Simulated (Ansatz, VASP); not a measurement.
One calculation of Nb, two programs

The input INCAR:

```
PREC     = Accurate       # precision mode
ENCUT    = 520            # plane-wave cutoff, eV
EDIFF    = 1E-7           # SCF threshold, eV
ISMEAR   = -1             # smearing method
SIGMA    = 0.1            # smearing width, eV
LREAL    = False          # projectors in reciprocal space
LASPH    = True           # aspherical terms in the spheres
NELM     = 100            # most SCF steps
ALGO     = Normal         # electronic algorithm
ISIF     = 2              # what is computed and relaxed
LWAVE    = False          # write WAVECAR
LCHARG   = False          # write CHGCAR
GGA      = PE             # functional
NBANDS   = 12             # bands
```

The input KPOINTS:

```
Automatic mesh
0
Gamma
  14 14 14
```

The input POSCAR:

```
Nb
1.0
    0.0000000000      2.0222993909      2.0222993909
    2.0222993909      0.0000000000      2.0222993909
    2.0222993909      2.0222993909      0.0000000000
Nb
1
Direct
    0.0000000000      0.0000000000      0.0000000000
```

Input for Ansatz:

```yaml
crystal:
  lattice:
    - [0.0, 2.0222993909, 2.0222993909]
    - [2.0222993909, 0.0, 2.0222993909]
    - [2.0222993909, 2.0222993909, 0.0]
  atoms:
    - { symbol: Nb, position: [0.0, 0.0, 0.0] }
hamiltonian:
  xc: pbe
  pseudopotentials:
    kind: paw
    azcp:
      Nb: "pseudopotentials/Nb.paw.azcp"
basis:
  ecutwfc: 420
  fft_grid_basis: typed
kpoints:
  mp_grid: { grid: [14, 14, 14], shift: [0, 0, 0] }
magnetization:
  spin_polarized: false
scf:
  occupations: { method: fermi_dirac, width: 0.1 }
  lower_state_search: "off"
output:
  stress: true
```

Alike in both runs: task single point; functional PBE; k mesh 14 × 14 × 14; occupations fermi-dirac, width 0.1 eV; no spin polarisation.

```csv
,VASP,Ansatz
version,VASP 6.6.1,Ansatz 0.2.0
potentials or method,"VASP PAW PBE potentials, release 64 (Nb_sv)","plane waves (420 eV) with PAW, scalar-relativistic"
plane-wave cutoff (eV),520,420
valence electrons in the cell,13,13
```

Ansatz gave:

| Property | Result |
| --- | --- |
| pressure (GPa) | 25.9 |

Question: Estimate VASP's values.

Answer: Pressure (GPa): 25.5.

Caveats: so large a pressure means that the cell lies far from this level's equilibrium, or that cutoff or potentials fall short (VASP).
